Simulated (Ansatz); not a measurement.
**BAs: a single-point run**

Wanted: a converged single-point run for BAs, and a check of what comes out. The structure is shown as the input types it. The cell is built on a prototype (CsCl type) and needn't be the phase found in nature.

Method: density functional or hybrid calculation with the settings of its input, plane waves (as first typed), in Ansatz 0.2.0.

12 further runs of the same task are left out: 7 for a known fault of the program, 3 that didn't finish, 2 set aside as unsound or not needed.

## Step 1: The structure to begin with

Symmetry: Pm-3m, No. 221, cubic system. Conventional cell: a = 2.925 Å, b = 2.925 Å, c = 2.925 Å, α = 90.00°, β = 90.00°, γ = 90.00°. Around B (site symmetry m-3m) lie 8 As at 2.53 Å. Around As (site symmetry m-3m) lie 8 B at 2.53 Å.

As a file:

```cif
data_structure
_symmetry_space_group_name_H-M 'Pm-3m'
_symmetry_Int_Tables_number 221
_cell_length_a 2.9252
_cell_length_b 2.9252
_cell_length_c 2.9252
_cell_angle_alpha 90.000
_cell_angle_beta 90.000
_cell_angle_gamma 90.000
_cell_volume 25.03
loop_
_atom_site_label
_atom_site_type_symbol
_atom_site_symmetry_multiplicity
_atom_site_Wyckoff_symbol
_atom_site_fract_x
_atom_site_fract_y
_atom_site_fract_z
_atom_site_occupancy
B1 B 1 a 0.00000 0.00000 0.00000 1
As1 As 1 b 0.50000 0.50000 0.50000 1
```

## Step 2: The calculation

Input file input.yaml:

```yaml
crystal:
  lattice:
    - [2.9251576732, 0.0, 0.0]
    - [0.0, 2.9251576732, 0.0]
    - [0.0, 0.0, 2.9251576732]
  atoms:
    - { symbol: B, position: [0.0, 0.0, 0.0] }
    - { symbol: As, position: [0.5, 0.5, 0.5] }
kpoints:
  mp_grid: { grid: [6, 6, 6] }
hamiltonian:
  xc: r2scan
scf:
  occupations: { method: fermi_dirac, width: 0.02 }
  n_extra_bands: 4
  max_iter: 72
output:
  forces: true
  stress: true
  eigenvalues: true
basis:
  ecutrho_ratio: 1
```

Started as:

```console
$ ansatz run input.yaml --threads 4 --pin off --max-ram 3686MiB --backend cpu --events-out ev --progress --plain --runs-dir out
```

**Question.** How will this run end, and is anything wrong with its input?

The run converged and reported no error, with warnings (cutoff below recommended). Its log warns: «basis.ecutrho_ratio = 1 (ecutrho = 500 eV) is below the records' recommended 2000 eV»

The suspect setting: basis.ecutrho_ratio is 1. The grid or cutoff for the density and potential is too coarse for the wavefunction basis: a density holds Fourier components up to twice the waves' wavevector.

The test: delete basis.ecutrho_ratio (the default then holds).
